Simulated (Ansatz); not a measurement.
# Electron scattering at the Σ11 (113) boundary in fcc Cu with Mg (substitutional), part 2 of 2

How much does the Σ11 (113) boundary in fcc Cu with Mg (substitutional) reflect electrons?

Ansatz 0.2.0; Ansatz plane-wave DFT, PBE, PAW files; relaxation of a bicrystal slab with its lowest layers held; PAW set soft_1 (the session's first sound run).

So far. Step 2 (Relaxing the bicrystal): The largest force component on a free atom ends at 0.025 eV/Å, under the tolerance of 0.03, after 5 steps.

### 3. Transmission across the boundary

Bulk layers of each grain are laid under and over the relaxed boundary, and a lead is named in the middle of each, away from the free faces. The mesh across the current, 16×16, is finer than the density's, because channels open and close sharply across the zone. Energies from -0.1 to 0.1 eV in steps of 0.05 eV are too few for the program's thermal sum, so it prints no conductance; for a metal the transmission near the Fermi level serves, at a fraction of the cost.

This step: Ansatz plane-wave DFT, PBE, PAW files; ballistic transport by layer matching (Landauer), zero bias; boundary relaxed in a short slab, bulk layers laid on; PAW set soft_1 (Ansatz 0.2.0).

System of this step: Σ11 (113) boundary in fcc Cu with Mg (substitutional). The cell holds 80 atoms: 79 Cu and 1 Mg. Its edges and angles: a = 5.112 Å, b = 4.427 Å, c = 50.907 Å, α = 90.0°, β = 90.0°, γ = 73.2°. It derives from Cu. Regions: lower grain, 32 atoms (32 Cu); boundary, 22 atoms (21 Cu and 1 Mg); upper grain, 26 atoms (26 Cu). Vacuum lies along c.

Contents of input.yaml:

```yaml
crystal:
  lattice:
    - [5.1123254594, 0.0, 0.0]
    - [1.2780813649, 4.2389163388, 0.0]
    - [0.0, 0.0, 50.9073779078]
  atoms:
    - { symbol: Cu, position: [2.8636363637, -11.4545454546, 0.0785740725] }
    - { symbol: Cu, position: [3.3636363637, -11.4545454546, 0.0785740725] }
    - { symbol: Cu, position: [2.7272727273, -10.9090909091, 0.0999845535] }
    - { symbol: Cu, position: [3.2272727273, -10.9090909091, 0.0999845535] }
    - { symbol: Cu, position: [2.590909091, -10.3636363637, 0.1213950346] }
    - { symbol: Cu, position: [3.090909091, -10.3636363637, 0.1213950346] }
    - { symbol: Cu, position: [2.4545454546, -9.8181818182, 0.1428055156] }
    - { symbol: Cu, position: [2.9545454546, -9.8181818182, 0.1428055156] }
    - { symbol: Cu, position: [2.3181818182, -9.2727272728, 0.1642159967] }
    - { symbol: Cu, position: [2.8181818182, -9.2727272728, 0.1642159967] }
    - { symbol: Cu, position: [2.1818181819, -8.7272727273, 0.1856264777] }
    - { symbol: Cu, position: [2.6818181819, -8.7272727273, 0.1856264777] }
    - { symbol: Cu, position: [2.0454545455, -8.1818181818, 0.2070369588] }
    - { symbol: Cu, position: [2.5454545455, -8.1818181818, 0.2070369588] }
    - { symbol: Cu, position: [1.9090909091, -7.6363636364, 0.2284474398] }
    - { symbol: Cu, position: [2.4090909091, -7.6363636364, 0.2284474398] }
    - { symbol: Cu, position: [1.7727272728, -7.0909090909, 0.2498579209] }
    - { symbol: Cu, position: [2.2727272728, -7.0909090909, 0.2498579209] }
    - { symbol: Cu, position: [1.6363636364, -6.5454545455, 0.2712684019] }
    - { symbol: Cu, position: [2.1363636364, -6.5454545455, 0.2712684019] }
    - { symbol: Cu, position: [1.5, -6.0, 0.292678883] }
    - { symbol: Cu, position: [2.0, -6.0, 0.292678883] }
    - { symbol: Cu, position: [1.3636363636, -5.4545454546, 0.314089364] }
    - { symbol: Cu, position: [1.8636363636, -5.4545454546, 0.314089364] }
    - { symbol: Cu, position: [1.2272727273, -4.9090909091, 0.3354998451] }
    - { symbol: Cu, position: [1.7272727273, -4.9090909091, 0.3354998451] }
    - { symbol: Cu, position: [1.0909090909, -4.3636363637, 0.3569103262] }
    - { symbol: Cu, position: [1.5909090909, -4.3636363637, 0.3569103262] }
    - { symbol: Cu, position: [0.9545454545, -3.8181818182, 0.3783208072] }
    - { symbol: Cu, position: [1.4545454545, -3.8181818182, 0.3783208072] }
    - { symbol: Cu, position: [0.8181818182, -3.2727272728, 0.3997312883] }
    - { symbol: Cu, position: [1.3181818182, -3.2727272728, 0.3997312883] }
    - { symbol: Cu, position: [0.6818181818, 0.2727272727, 0.4211417693] }
    - { symbol: Cu, position: [0.1818181818, 0.2727272727, 0.4211417693] }
    - { symbol: Cu, position: [0.5468464834, 0.8145630669, 0.4428339912] }
    - { symbol: Cu, position: [0.0456931729, 0.8151485423, 0.4431492323] }
    - { symbol: Cu, position: [0.4118847291, 0.3569154795, 0.4639084378] }
    - { symbol: Cu, position: [0.9097856002, 0.3583340247, 0.4643105863] }
    - { symbol: Cu, position: [0.2763077202, 0.8990564305, 0.4858116003] }
    - { symbol: Cu, position: [0.7713014528, 0.9057424607, 0.4864415604] }
    - { symbol: Cu, position: [0.1456456512, 0.4330757968, 0.5067418456] }
    - { symbol: Cu, position: [0.6347502222, 0.4580640612, 0.5077225292] }
    - { symbol: Mg, position: [0.0064825684, -0.0304130777, 0.5323225219] }
    - { symbol: Cu, position: [0.5003317173, -0.0007733373, 0.5324699044] }
    - { symbol: Cu, position: [0.1453194815, 0.4336094573, 0.5574641051] }
    - { symbol: Cu, position: [0.6341169185, 0.4601846637, 0.5563430701] }
    - { symbol: Cu, position: [0.276088498, 0.899840968, 0.5788411911] }
    - { symbol: Cu, position: [0.7709745228, 0.9065098663, 0.578227305] }
    - { symbol: Cu, position: [0.4113557077, 0.3584469487, 0.6002439162] }
    - { symbol: Cu, position: [0.9087291529, 0.3602575539, 0.599791333] }
    - { symbol: Cu, position: [0.546415024, 0.8143087491, 0.6219073368] }
    - { symbol: Cu, position: [0.0453110422, 0.8149319891, 0.6215504231] }
    - { symbol: Cu, position: [0.6828094029, 0.2690808555, 0.6431183475] }
    - { symbol: Cu, position: [0.181913443, 0.2695035121, 0.6430610002] }
    - { symbol: Cu, position: [0.8187250593, -3.2761623616, 0.6645001549] }
    - { symbol: Cu, position: [1.3187250593, -3.2761623616, 0.6645001549] }
    - { symbol: Cu, position: [0.9550886957, -3.8216169071, 0.685910636] }
    - { symbol: Cu, position: [1.4550886957, -3.8216169071, 0.685910636] }
    - { symbol: Cu, position: [1.0914523321, -4.3670714526, 0.707321117] }
    - { symbol: Cu, position: [1.5914523321, -4.3670714526, 0.707321117] }
    - { symbol: Cu, position: [1.2278159684, -4.912525998, 0.7287315981] }
    - { symbol: Cu, position: [1.7278159684, -4.912525998, 0.7287315981] }
    - { symbol: Cu, position: [1.3641796048, -5.4579805435, 0.7501420791] }
    - { symbol: Cu, position: [1.8641796048, -5.4579805435, 0.7501420791] }
    - { symbol: Cu, position: [1.5005432412, -6.0034350889, 0.7715525602] }
    - { symbol: Cu, position: [2.0005432412, -6.0034350889, 0.7715525602] }
    - { symbol: Cu, position: [1.6369068775, -6.5488896344, 0.7929630412] }
    - { symbol: Cu, position: [2.1369068775, -6.5488896344, 0.7929630412] }
    - { symbol: Cu, position: [1.7732705139, -7.0943441798, 0.8143735223] }
    - { symbol: Cu, position: [2.2732705139, -7.0943441798, 0.8143735223] }
    - { symbol: Cu, position: [1.9096341503, -7.6397987253, 0.8357840033] }
    - { symbol: Cu, position: [2.4096341503, -7.6397987253, 0.8357840033] }
    - { symbol: Cu, position: [2.0459977866, -8.1852532707, 0.8571944844] }
    - { symbol: Cu, position: [2.5459977866, -8.1852532707, 0.8571944844] }
    - { symbol: Cu, position: [2.182361423, -8.7307078162, 0.8786049654] }
    - { symbol: Cu, position: [2.682361423, -8.7307078162, 0.8786049654] }
    - { symbol: Cu, position: [2.3187250594, -9.2761623616, 0.9000154465] }
    - { symbol: Cu, position: [2.8187250594, -9.2761623616, 0.9000154465] }
    - { symbol: Cu, position: [2.4550886957, -9.8216169071, 0.9214259275] }
    - { symbol: Cu, position: [2.9550886957, -9.8216169071, 0.9214259275] }
kpoints:
  mp_grid: { grid: [6, 6, 1] }
hamiltonian:
  xc: pbe
  pseudopotentials: { kind: paw, azcp: { folder: soft_1 } }
scf:
  occupations: { method: fermi_dirac, width: 0.1 }
output:
  transmission:
    leads: [[18, 20], [64, 66]]
    kmesh: [16, 16]
    e_range: [-0.1, 0.1]
    de: 0.05
  write_potential: true
  write_density: true
  volumetric_format: npy
  elf: true
```

On the command line:

```
ansatz run input.yaml --threads 4 --pin off --max-ram 15360MiB --backend cpu --events-out ev --progress --plain --runs-dir out
```

Numbers of over 12 decimals in the logs are rounded to 6 here.

Log:

```text
[...]
Crystal: 80 atoms, lattice volume = 1103.200 Å³
Basis set: ecut = 420 eV, 21673 PW (Γ)
Bands: 907, of which v1, the nominal top of the filled ones, is band 756 counted from 1 (755 counted from 0)
Symmetry: 1 space group operations
[...]
k-points: 20 of 36 (time reversal used)
[...]
SCF iter   1: F=—  HF=-525380.373961 eV  |F-HF|=—  |Δ(HF+E_count)|=         —  Δρ=2.46e-1  dr2=4.06e2  ethr=3.10e-3  ⟨swp⟩=5.0  Hψ=62148  notcnv=0  defer=1758
[...]
SCF iter  14: F=-525309.237784 eV  HF=-525309.237784 eV  |F-HF|=2.21e-8  |Δ(HF+E_count)|=   4.21e-8  Δρ=2.33e-6  dr2=7.08e-8  ethr=6.62e-12  ⟨swp⟩=10.7  Hψ=80740  notcnv=0
SCF 1 converged in 14 iterations: F = -525309.237784 eV  dr2 = 7.08e-8
[...]
transmission: 650 of 6500 steps passed
transmission: 1300 of 6500 steps passed
[...]
transmission: 6500 of 6500 steps passed
WARN: The input density's exchange-correlation potential varies sharply where the density is thin. Do not read a vacuum level from v_tot or v_xc, or from such a field of the output density. On a cell that repeats whose density bears no net charge and no dipole along the vacuum's axis use v_es (v_loc + v_h of the components); under efield.dipole_correction with no amplitude use v_es + v_field, which holds any external [...]
SCF converged after 14 iterations
the last check of whether an eigenvalue changes by more than its tolerance under the output density was not made (no_room)
Free energy (F): -525309.237784 eV
[...]
Internal energy: -525308.418499 eV  (E = F + TS)
E sigma→0 (E₀):  -525308.828142 eV
Entropy (-TS):   -0.819285 eV (-10.241 meV/atom)
Fermi energy:    13.360994 eV
[...]
--- Band table (eV; the first three rows and the last of 20) ---
  k-point 0: bands = [... 752 lower, 13.4542, 13.4737, 13.5210, 13.6552, 13.6922, 13.7928, 13.9556, 14.0090, ... 147 higher]
  k-point 1: bands = [... 752 lower, 13.5241, 13.5621, 13.6355, 13.6992, 13.7088, 13.7621, 13.7891, 13.7944, ... 147 higher]
  k-point 2: bands = [... 752 lower, 13.1403, 13.1980, 13.2462, 13.2950, 13.3012, 13.4013, 13.4872, 13.5624, ... 147 higher]
  k-point 19: bands = [... 752 lower, 12.6508, 12.6880, 12.7122, 12.8650, 12.8756, 12.9583, 12.9763, 13.0775, ... 147 higher]
--- Transmission ---
  basis      : 191 plane waves across, 50 finite elements along
  points     : 130, standing for a mesh of 16 x 16
  energies   : 5 from -0.100000 to 0.100000 eV about the Fermi level, 0.050000 eV apart; the leads are filled to 0.000000 eV, and channels, transmission and decay are at 0.000000 eV
  crystal 0  : Cu4, at the sites [18, 20], period 2.1799 Å, over 18.53 Å; its Hamiltonian steps by up to 3.4 meV
    offset         : up to 0.0000 Å between an atom of the period and one for which it stands
    channels       : 3.097656e0 a spin
    conductance    : none, the energies end too early or step too widely for 300 K: set another output.transmission.e_range or a lower de, or, where they end at an eighth of basis.ecutwfc, a higher one
[...]
channels       : 3.097656e0 a spin
[...]
junction   : crystal 0 to crystal 1, 13.26 to 37.64 Å
    transmission   : 2.754883e0 a spin
[...]
```

The job ended after 87 min (4 threads of Arm Neoverse V1, shared host; peak memory 11 GiB; 5.6 h of CPU time).

Numbers from this step:

```yaml
free_energy: -525309.2378 eV
energy_at_zero_smearing: -525308.8281 eV
fermi_energy: 13.36 eV
cell_area: 21.67 Å²
transmission_per_spin_nearest_the_fermi_level: 2.755
open_channels_per_spin_nearest_the_fermi_level: 3.098
open_channels_per_spin_upper_lead: 3.098
step_of_the_lead_s_potential: 3.4 meV
step_of_the_upper_lead_s_potential: 2.7 meV
```

Per spin. Transmission, zone mean against energy, zero at the Fermi level:

| energy (eV) | transmission, zone mean |
| --- | --- |
| -0.1000 | 2.76 |
| -0.0500 | 2.77 |
| 0.0000 | 2.75 |
| 0.0500 | 2.78 |
| 0.1000 | 2.79 |

Per spin. Table of open channels, zone mean, lead = upper lead by energy, zero at the Fermi level:

| energy (eV) | open channels, zone mean, lead = upper lead |
| --- | --- |
| -0.1000 | 3.06 |
| -0.0500 | 3.09 |
| 0.0000 | 3.10 |
| 0.0500 | 3.11 |
| 0.1000 | 3.13 |

Transmission over k1 and k2. At 0.0000 eV from the Fermi level.

Values, 16 rows by 16 columns:
```
3.74 3.74 3.71 2.75 2.48 1.01 1.01 0.98 0.19 0.88 1.00 3.38 3.66 3.72 3.73 3.73
3.77 3.52 2.61 2.79 2.63 1.64 1.01 1.00 0.81 1.33 3.52 3.72 3.75 3.75 3.76 3.77
2.92 2.90 2.88 2.85 2.80 2.73 2.67 2.66 2.62 1.82 3.72 3.77 3.78 3.78 3.79 3.76
2.93 2.92 2.91 2.89 2.88 2.86 2.85 2.83 2.75 2.33 3.74 3.78 3.79 3.81 3.60 2.93
2.94 2.93 2.92 2.91 2.89 2.88 2.86 2.84 2.73 2.10 3.73 3.79 3.83 1.98 2.95 2.94
2.95 2.94 2.94 2.92 2.90 2.88 2.85 2.83 2.65 2.69 2.87 2.88 2.86 2.93 2.94 2.94
1.94 1.67 2.69 2.90 2.91 2.88 2.85 2.81 2.10 2.77 2.85 2.90 1.97 1.96 1.96 1.96
1.96 1.96 1.96 1.96 1.93 2.89 2.85 2.79 2.18 2.79 2.85 2.89 1.93 1.96 1.96 1.96
1.94 1.96 1.96 1.96 1.97 2.90 2.85 2.77 2.10 2.81 2.85 2.88 2.91 2.90 2.69 1.67
2.95 2.94 2.94 2.93 2.86 2.88 2.87 2.69 2.65 2.83 2.85 2.88 2.90 2.92 2.94 2.94
2.94 2.94 2.95 1.98 3.83 3.79 3.73 2.10 2.73 2.84 2.86 2.88 2.89 2.91 2.92 2.93
2.93 2.93 3.60 3.81 3.79 3.78 3.74 2.33 2.75 2.83 2.85 2.86 2.88 2.89 2.91 2.92
2.92 3.76 3.79 3.78 3.78 3.77 3.72 1.82 2.62 2.66 2.67 2.73 2.80 2.85 2.88 2.90
3.77 3.77 3.76 3.75 3.75 3.72 3.52 1.33 0.81 1.00 1.01 1.64 2.63 2.79 2.61 3.52
3.74 3.73 3.73 3.72 3.66 3.38 1.00 0.88 0.19 0.98 1.01 1.01 2.48 2.75 3.71 3.74
3.72 3.72 3.71 3.67 3.50 1.01 1.00 0.95 0.28 0.95 1.00 1.01 3.50 3.67 3.71 3.72
```
Columns: k1 (b1) from -0.5 to 0.438; rows upwards: k2 (b2) from -0.5 to 0.438.

Open channels over k1 and k2. At 0.0000 eV from the Fermi level.

Ten even steps from '0' (2.00) to '9' (4.00):
```
9995500000099999
9955550005999999
5555555555999999
5555555555999995
5555555559999555
5555555555555555
0055555555550000
0000055555550000
0000055555555550
5555555555555555
5555999955555555
5599999555555555
5999999555555555
9999999500055559
9999990000005599
9999900000009999
```
Columns: k1 (b1) from -0.5 to 0.438; rows upwards: k2 (b2) from -0.5 to 0.438.

Electrostatic potential energy in the cb plane at fractional x = 0.006, with atoms of Cu and Mg within 0.2 Å of it. With pseudopotentials it is smooth inside the atoms' cores, unlike the true potential.

Ten even steps from '0' (-46 eV) to '9' (16 eV), each cell a mean:
```
99999999984126999999984001699999998412699999
89999999971003899999997324899999997200389999
47999999972004899999999878999999997200489999
16999889996447999999999999999999999644799988
26999889999889999998779999877999999988999988
68999999999999889997558999755899988999999999
99999999889996457997558999755899645799988999
98779998789984126998789999877998412699877999
84236998889984226999999999999998523699878998
71004899999997668999999888999999766899999997
72015999999999999999998435899999999999999998
96458999998779999999995001799999999877999999
```
Columns run along c (16.0 Å, from fractional 0.36 to 0.68 of the cell; values clipped at the 3rd and 97th percentile), rows up along b (4.4 Å). Atoms in or near the plane, at fractional coordinates: Cu at (0.44, 0.82), Mg at (0.53, 0.97), Cu at (0.62, 0.81).

ELF in the cb plane at fractional x = 0.006, with atoms of Cu and Mg within 0.2 Å of it. It is the smooth field of the valence electrons, not physical close to the nuclei.

Ten even steps from '0' (0.08) to '9' (0.50), each cell a mean:
```
32223433321221244335512425035433442122123333
22444333312961233334630452056433332297123333
12343223322641233234652000365432332265123222
21232222321212233333334444433333332111233222
21232223432222333432222453222234333222243222
12332223333332222321112342211233222233333322
23333332222321112322112342111232111233222333
32222332222321221232222453222232122123222233
21221332222321211233234555432332121123222232
12851232223432112344453001354442211234322332
22531233334333223444530341045444322333433332
21112233332222454444512435025444543222233332
```
Columns run along c (16.0 Å, from fractional 0.36 to 0.68 of the cell), rows up along b (4.4 Å). Atoms in or near the plane, at fractional coordinates: Cu at (0.44, 0.82), Mg at (0.53, 0.97), Cu at (0.62, 0.81).

Valence density in the cb plane at fractional x = 0.006, with atoms of Cu and Mg within 0.2 Å of it. It is the smooth field of the valence electrons, not physical close to the nuclei.

Values in e/Å³, 7 rows by 16 columns, each cell a mean:
```
 0  0  0  2 11  0  0  0  8  3  0  0  1 12  0  0
 1  0  0  2 14  0  0  0  0  0  0  0  1 15  0  0
 3  0  0  0  1  0  0  1  0  0  0  0  0  1  0  0
 0  0  0  0  0  1  0  1  0  1  1  0  1  0  0  0
 1  1  0  1  1  5  0  1  0  0  0  1  5  0  1  0
 9  9  0  0  0  1  0  0  0  0  0  0  1  0  0  0
 3  3  0  0  0  0  0  0  6  2  0  0  0  0  0  0
```
Columns run along c (16.0 Å, from fractional 0.36 to 0.68 of the cell), rows up along b (4.4 Å). Atoms in or near the plane, at fractional coordinates: Cu at (0.44, 0.82), Mg at (0.53, 0.97), Cu at (0.62, 0.81).

Over the solved energies the transmission per spin lies between 2.75 and 2.79, out of 3.10 channels of the lead on average (up to 3.13).

### 4. Specific resistance

This step: Ansatz plane-wave DFT, PBE, PAW files; ballistic transport by layer matching (Landauer), zero bias; specific resistance of the boundary; PAW set soft_1 (Ansatz 0.2.0).

Numbers from this step:

```yaml
area_resistance: 0.1063 fΩ m²
t_over_the_leads_mean_channel_count: 0.8947
```

Averaged over the energies near the Fermi level, 89.5 % of the channels pass, which makes 0.106 fΩ m².

By hand, with T and the leads' channels N averaged over the energies near the Fermi level: RA = A (h/2e²)(1/T − ½[1/N₁ + 1/N₂]) = 21.67×10⁻²⁰ m² × 12 906 Ω × (1/2.771 − ½[1/3.098 + 1/3.098]) = 0.106 fΩ m².

### 5. Results

| Property | Result |
| --- | --- |
| specific resistance of the boundary | 0.106 fΩ m² |
| share of channels that pass | 0.895 |

In words: The boundary has a specific resistance of 0.11 fΩ m². The boundary reflects 11 % of the channels; 0.11 fΩ m² is 1.1×10⁻¹² Ω·cm². That equals the resistance of 6.2 nm of bulk Cu at 300 K (measured 1.725 µΩ cm, CRC Handbook of Chemistry and Physics, 84th ed., 2003, Electrical Resistivity of Pure Metals). One Mg in 21.7 Å² of boundary is a high coverage. One starting structure was relaxed; another shift or atom count at the boundary may lie lower.

[Logs are printed without paths, hosts, clocks, repeated set-up lines and the standing remarks that a program may print on its own settings, such as how far it seeks lower states.]

[Hosts, paths, dates, database ids (printed as entryN), source tags and the programs' standing remarks are cut or masked in the printed files.]
